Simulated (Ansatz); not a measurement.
## Relaxing Ti

All numbers below come from DFT r2SCAN, scalar-relativistic, plane waves, PAW in Ansatz 0.2.0. Run with 500 eV cutoff, 18×18×18 k-mesh, Gaussian smearing of 0.10 eV, no spin polarisation.

What was changed: relaxed at 1 GPa.

Command:

```bash
ansatz run input.yaml --threads 1 --pin off --max-ram 2560MiB --backend cpu --events-out ev --progress --plain --runs-dir out
```

Input:

```yaml
crystal:
  lattice:
    - [-1.6205174555, 1.6205174555, 1.6205174555]
    - [1.6205174555, -1.6205174555, 1.6205174555]
    - [1.6205174555, 1.6205174555, -1.6205174555]
  atoms:
    - { symbol: Ti, position: [0.0, 0.0, 0.0] }
basis:
  ecutwfc: 500
kpoints:
  mp_grid: { grid: [18, 18, 18] }
hamiltonian:
  xc: r2scan
scf:
  occupations: { method: gaussian, width: 0.1 }
output:
  forces: true
  stress: true
  eigenvalues: true
relax:
  adjacent_minimum: "off"
  f_tol: 0.008
  max_steps: 50
  cell: { stress_tol: 0.08, p_target: 1.0 }
```

F is the free energy. Steps run on the plane waves of an earlier cell, but the last one, and at times one on the way, on a freshly chosen basis, so a repeated geometry can differ a little in energy. The relaxation lowers the enthalpy F + PV at the target pressure, so F itself can rise.

Steps:

```tsv
step	F − F(1) (eV)	largest force component (eV/Å)	V (Å³/atom)	P (GPa)
1	0.0000	0.000	17.022	1.11
2	-0.0002	0.000	17.053	0.91
3	-0.0001	0.000	17.039	1.00
4	-0.0001	0.000	17.039	1.00
```

Relaxed structure:

```cif
data_structure
_symmetry_space_group_name_H-M 'P 1'
_symmetry_Int_Tables_number 1
_cell_length_a 2.8077
_cell_length_b 2.8077
_cell_length_c 2.8077
_cell_angle_alpha 109.471
_cell_angle_beta 109.471
_cell_angle_gamma 109.471
_cell_volume 17.04
loop_
_atom_site_label
_atom_site_type_symbol
_atom_site_fract_x
_atom_site_fract_y
_atom_site_fract_z
_atom_site_occupancy
Ti1 Ti 0.00000 0.00000 0.00000 1
```

Symmetry: Im-3m, No. 229, cubic system. Conventional cell: a = 3.242 Å, b = 3.242 Å, c = 3.242 Å, α = 90.00°, β = 90.00°, γ = 90.00°. Around Ti (site symmetry m-3m) lie 8 Ti at 2.81 Å.

The run converged. It took 29 s on 1 thread of AMD EPYC (Zen 3), on a shared host, peak memory 0.43 GiB.